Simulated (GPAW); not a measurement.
SnO2 (Cassiterite) in GPAW: the effect of functional

Crystal: SnO2 (Cassiterite).

```
Sn O
1.0
     4.73800    0.00000    0.00000
     0.00000    4.73800    0.00000
     0.00000    0.00000    3.18650
Sn O
2 4
Direct
  0.50000 0.50000 0.50000
  0.00000 0.00000 0.00000
  0.80710 0.19290 0.50000
  0.69290 0.69290 0.00000
  0.19290 0.80710 0.50000
  0.30710 0.30710 0.00000
```

Alike in all runs:

* Program: GPAW 26.7.0
* Task: dielectric tensor
* Cutoff: 550 eV
* Basis: pw
* k mesh: 5 × 5 × 7
* Occupations: fermi-dirac, width 0.001 eV
* Spin: no spin polarisation

```csv
functional,potentials or basis,gap on the mesh (eV),dielectric constant (mean)
LDA,the program's PAW data sets (release 1.2.1) made for this functional,1.14,4.43
AM05,PAW data sets generated in the run's folder for this functional,1.25,4.31
PBEsol,PAW data sets generated in the run's folder for this functional,1.19,4.38
PBE,GPAW PAW data sets (gpaw-data 1.2.1),?,?
```

Question: What does the run with functional PBE give?

Answer: gap on the mesh 1.29 eV; dielectric constant 4.25 mean.

Caveats: the long-wavelength limit can be off by a per cent or two; spin-orbit coupling is left out, which moves the levels of the heavy elements; an odd mesh through Γ misses points on the zone boundary, where band edges often lie.
